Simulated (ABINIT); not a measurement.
# CuAu (R-3m) in ABINIT: reference runs

Reference runs on CuAu: the cell as given.

Everything below comes from runs of ABINIT 10.8.3 (patched build). Logs are shortened: lines on timing, memory, paths and dates and some standing lists are left out, and cuts for length are marked. The log counts tension as positive stress, the text compression.

### Step 1. The crystal as given

It takes space group R-3m (No. 166, trigonal). Conventional cell: a = 2.886 Å, b = 2.886 Å, c = 12.769 Å, α = 90.00°, β = 90.00°, γ = 120.00°. Around Au (site symmetry -3m) lie 6 Cu at 2.70 Å and 6 Au at 2.89 Å. Cu (site symmetry -3m) is surrounded by 6 Au at 2.70 Å and 6 Cu at 2.89 Å.

The cell comes from a database or a generator and needn't be the stable form of this composition.

### Step 2. Single point, PBEsol

Contents of run.abi:

```
# Pseudopotentials
pp_dirpath "./"
pseudos "Au.GGA_PBE-JTH.xml, Cu.GGA_PBE-JTH.xml"

# Structure
acell 3*1.0 Angstrom
rprim
     1.4430568479     0.8331492596     4.2561707609
    -1.4430568479     0.8331492596     4.2561707609
     0.0000000000    -1.6662985192     4.2561707609
ntypat 2
znucl 79 29
natom 2
typat 1 2
xcart
     0.0000000000     0.0000000000     0.0000000000
     0.0000000000     0.0000000000    12.0644956166

# Plane-wave basis
ecut 26.0
pawecutdg 48.0
pawxcdev 0

# k points
kptopt 1
ngkpt 11 11 11
nshiftk 1
shiftk 0.0 0.0 0.0

# Exchange and correlation
ixc -116133

# Bands and occupations
nband 19
occopt 3
tsmear 0.05 eV

# SCF cycle
nstep 100
tolvrs 1.0e-9

# Output
iomode 3
prtwf 0
prtden 0
prteig 0
prtebands 0
enunit 1
```

Potentials or basis: JTH PAW PBE v2.0.

Started as:

```bash
abinit run.abi > log 2>&1
```

run.abo:

```text
.Version 10.8.3 of ABINIT
 Symmetries : space group R-3 m (#166); Bravais hR (rhombohedral)
================================================================================
 Values of the parameters that define the memory need of the present run
     intxc =       0    ionmov =       0      iscf =      17    lmnmax =      18
     lnmax =       6     mgfft =      40  mpssoang =       3    mqgrid =    3001
     natom =       2  nloc_mem =       2    nspden =       1   nspinor =       1
    nsppol =       1      nsym =      12    n1xccc =       1    ntypat =       2
    occopt =       3   xclevel =       2
       mpw =        1332          nfft =       64000          nkpt =         146
 PAW method is used; the additional fine FFT grid is defined by:
   mgfftf=        54    nfftf =    157464
================================================================================
================================================================================

--------------------------------------------------------------------------------
------------- Echo of variables that govern the present computation ------------
--------------------------------------------------------------------------------
 -outvars: echo values of preprocessed input variables --------
            acell      1.8897261259E+00  1.8897261259E+00  1.8897261259E+00 Bohr
              amu      1.96966540E+02  6.35460000E+01
             ecut      2.60000000E+01 Hartree
           enunit           1
                       outvar_i_n : Printing only first  50 k-points.
              ixc     -116133
                       outvar_i_n : Printing only first  50 k-points.
         kptrlatt       11    0    0      0   11    0      0    0   11
          kptrlen      5.99936090E+01
            natom           2
            nband          19
            ngfft          40      40      40
          ngfftdg          54      54      54
             nkpt         146
            nstep         100
             nsym          12
           ntypat           2
                       prtocc : prtvol=0, do not print more k-points.
           occopt           3
        pawecutdg      4.80000000E+01 Hartree
         pawxcdev           0
           prtden           0
        prtebands           0
           prteig           0
            prtwf           0
            rprim      1.4430568479E+00  8.3314925960E-01  4.2561707609E+00
                      -1.4430568479E+00  8.3314925960E-01  4.2561707609E+00
                       0.0000000000E+00 -1.6662985192E+00  4.2561707609E+00
          spgroup         166
           tolvrs      1.00000000E-09
           tsmear      1.83746611E-03 Hartree
            typat      1  2
           useylm           1
                       outvars : Printing only first  50 k-points.
           xangst      0.0000000000E+00  0.0000000000E+00  0.0000000000E+00
                       0.0000000000E+00  0.0000000000E+00  6.3842561413E+00
            xcart      0.0000000000E+00  0.0000000000E+00  0.0000000000E+00
                       0.0000000000E+00  0.0000000000E+00  1.2064495625E+01
             xred      0.0000000000E+00  0.0000000000E+00  0.0000000000E+00
                       5.0000000000E-01  5.0000000000E-01  5.0000000000E-01
            znucl       79.00000   29.00000

[... 151 lines left out ...]

 cartesian coordinates (angstrom) at end:
    1      0.00000000000000     0.00000000000000     0.00000000000000
    2      0.00000000000000     0.00000000000000     6.38425614135000

 cartesian forces (hartree/bohr) at end:
    1     -0.00000000000000    -0.00000000000000    -0.00000000000000
    2     -0.00000000000000    -0.00000000000000    -0.00000000000000
 frms,max,avg= 0.0000000E+00 0.0000000E+00   0.000E+00  0.000E+00  0.000E+00 h/b

 cartesian forces (eV/Angstrom) at end:
    1     -0.00000000000000    -0.00000000000000    -0.00000000000000
    2     -0.00000000000000    -0.00000000000000    -0.00000000000000
 frms,max,avg= 0.0000000E+00 0.0000000E+00   0.000E+00  0.000E+00  0.000E+00 e/A
 length scales=  1.889726125908  1.889726125908  1.889726125908 bohr
              =  1.000000000000  1.000000000000  1.000000000000 angstroms
 Fermi (or HOMO) energy (eV) =   6.71094   Average Vxc (eV)= -11.68405
 Eigenvalues (   eV  ) for nkpt= 146  k points:
 kpt#   1, nband= 19, wtk=  0.00075, kpt=  0.0000  0.0000  0.0000 (reduced coord)
-105.21129  -62.75563  -62.73058  -62.73058   -2.77048    0.29216    1.97532    1.97532
   2.97177    2.97177    4.03606    4.55907    4.55907    5.17757    5.17757    6.57561
  11.26827   21.76278   22.82735
 prteigrs : prtvol=0 or 1, do not print more k-points.

--- !EnergyTerms
iteration_state     : {dtset: 1, }
comment             : Components of total free energy in Hartree
kinetic             :  2.00917201044136E+01
hartree             :  5.71095685848907E+01
xc                  : -5.67680259725583E+00
Ewald energy        : -1.42628810938055E+02
psp_core            :  1.04848675958607E+01
local_psp           : -1.41574769691440E+02
PAW spherical_terms : -2.98534644451356E+01
internal            : -2.32047691386722E+02
'-kT*entropy'       : -2.94962369210222E-04
total_energy        : -2.32047986349091E+02
total_energy_eV     : -6.31434738414724E+03
...

--- !EnergyTermsDC
iteration_state     : {dtset: 1, }
comment             : '"Double-counting" decomposition of free energy'
band_energy         : -1.90209081106987E+01
Ewald energy        : -1.42628810938055E+02
psp_core            :  1.04848675958607E+01
xc_dc               : -5.57425053200036E+01
PAW spherical_terms : -2.51403482893242E+01
internal            : -2.32047705062221E+02
'-kT*entropy'       : -2.94962369210222E-04
total_energy_dc     : -2.32048000024591E+02
total_energy_dc_eV  : -6.31434775627654E+03
...

--- !EnergyTermsWithPAWCore
iteration_state     : {dtset: 1, }
comment             : 'Components of total free energy, including PAW core contributions'
Total energy        : -2.06604605054793E+04
Total energy DC     : -2.06604605191548E+04
Total energy (eV)   : -5.62199770834433E+05
Total energy DC (eV): -5.62199771206562E+05
...

 Cartesian components of stress tensor (hartree/bohr^3)
  sigma(1 1)=  2.78689428E-04  sigma(3 2)=  0.00000000E+00
  sigma(2 2)=  2.78689427E-04  sigma(3 1)=  0.00000000E+00
  sigma(3 3)=  2.28717986E-04  sigma(2 1)=  0.00000000E+00

-Cartesian components of stress tensor (GPa)         [Pressure= -7.7093E+00 GPa]
- sigma(1 1)=  8.19932604E+00  sigma(3 2)=  0.00000000E+00
- sigma(2 2)=  8.19932601E+00  sigma(3 1)=  0.00000000E+00
- sigma(3 3)=  6.72911547E+00  sigma(2 1)=  0.00000000E+00

== END DATASET(S) ==============================================================
================================================================================

 -outvars: echo values of variables after computation  --------
            acell      1.8897261259E+00  1.8897261259E+00  1.8897261259E+00 Bohr
           etotal     -2.3204800002E+02
            fcart     -0.0000000000E+00 -0.0000000000E+00 -0.0000000000E+00
                      -0.0000000000E+00 -0.0000000000E+00 -0.0000000000E+00
            rprim      1.4430568479E+00  8.3314925960E-01  4.2561707609E+00
                      -1.4430568479E+00  8.3314925960E-01  4.2561707609E+00
                       0.0000000000E+00 -1.6662985192E+00  4.2561707609E+00
           strten      2.7868942769E-04  2.7868942659E-04  2.2871798615E-04
                       0.0000000000E+00  0.0000000000E+00  0.0000000000E+00
           xangst      0.0000000000E+00  0.0000000000E+00  0.0000000000E+00
                       0.0000000000E+00  0.0000000000E+00  6.3842561413E+00
             xred      0.0000000000E+00  0.0000000000E+00  0.0000000000E+00
                       5.0000000000E-01  5.0000000000E-01  5.0000000000E-01
 Calculation completed.
```

Wall time 9.9 min (1 thread of Arm Neoverse V1, shared host); peak memory 0.26 GiB.

Results:

```
Free energy                                           : -6314.3478 eV
Pressure                                              : -7.7 GPa
Band gap on the k mesh                                : none (metal or under the smearing width)
Valence electrons inside the program's atomic spheres : Au 9.51; Cu 17.30
```

Stress tensor (GPa, compression positive):
```
-8.20  0.00  0.00
 0.00 -8.20  0.00
 0.00  0.00 -6.73
```

Levels at points of the mesh, in eV from the Fermi level:
```csv
k point,band 13,band 14,band 15,band 16,band 17,band 18
"(0.00, 0.00, 0.00)",-2.15,-1.53,-1.53,-0.14,4.56,15.05
```

Caveat: the PAW data sets were made with another functional, which shifts forces and pressure a little.
